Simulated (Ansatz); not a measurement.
Runs of Ansatz 0.2.0 on Ge. It takes space group I4_1/amd (No. 141, tetragonal). The conventional cell has a = 5.149 Å, b = 5.149 Å, c = 2.795 Å, α = 90.00°, β = 90.00°, γ = 90.00°. Around Ge (site symmetry -4m2) lie 6 Ge at 2.67 to 2.79 Å. This isn't the form of Ge at room conditions, which is diamond.

```csv
task,level,cell,k mesh,cutoff (eV),smearing,basis error allowed,mesh quality,gap on the mesh (eV),pressure (GPa),relaxed volume (Å³/atom)
single point,PBEsol,as given,11 × 11 × 11,255,gaussian 0.02 eV,0.001 eV/atom,not flagged,none,(b),-
single point,PBE,as given,11 × 11 × 11,254,gaussian 0.015 eV,0.001 eV/atom,not flagged,none,3.3,-
relaxation of cell and atoms,RPBE+D3(BJ),relaxed,11 × 11 × 11,-,fermi-dirac 0.05 eV,0.001 eV/atom,not flagged,-,0.0,(a)
band structure,PBE,as given,11 × 11 × 11,254,fermi-dirac 0.05 eV,0.001 eV/atom,not flagged,-,3.2,-
single point,PBE,as given,4 × 4 × 4,213,fermi-dirac 0.02 eV,0.004 eV/atom,coarse,none,3.0,-
relaxation of cell and atoms,revPBE+D3(BJ),relaxed,11 × 11 × 11,-,fermi-dirac 0.05 eV,0.001 eV/atom,not flagged,-,0.0,18.19
single point,PBE,as given,11 × 11 × 11,254,gaussian 0.026 eV,0.001 eV/atom,not flagged,none,3.2,-
single point,PBE,as given,11 × 11 × 11,254,gaussian 0.024 eV,0.001 eV/atom,not flagged,none,3.3,-
relaxation of cell and atoms,BLYP+D4,relaxed,11 × 11 × 11,-,fermi-dirac 0.05 eV,0.001 eV/atom,not flagged,-,0.0,19.45
relaxation of cell and atoms,PBE+D3(BJ),relaxed,11 × 11 × 11,-,fermi-dirac 0.05 eV,0.001 eV/atom,not flagged,-,0.0,18.56
single point,PBE,as given,11 × 11 × 11,254,gaussian 0.016 eV,0.001 eV/atom,not flagged,none,3.3,-
band structure,LDA,as given,11 × 11 × 11,255,fermi-dirac 0.05 eV,0.001 eV/atom,not flagged,-,-2.4,-
```

Alike in all rows: potentials or basis all-electron LAPW, scalar-relativistic; no spin polarisation.

Problem. Fill in the values left out.

Solution. (a) 15.66; (b) -0.5.

Caveats: some runs use coarse meshes; the volume moved by over 15 % at a fixed basis, so the end points are rough (some runs); the k mesh is thin for a metal, which can move the energy by tens of meV per atom (some runs).

A k mesh can miss the band edges, and the runs leave out spin-orbit coupling on Ge.

A gap of «none» marks a metal or a gap under the smearing width.
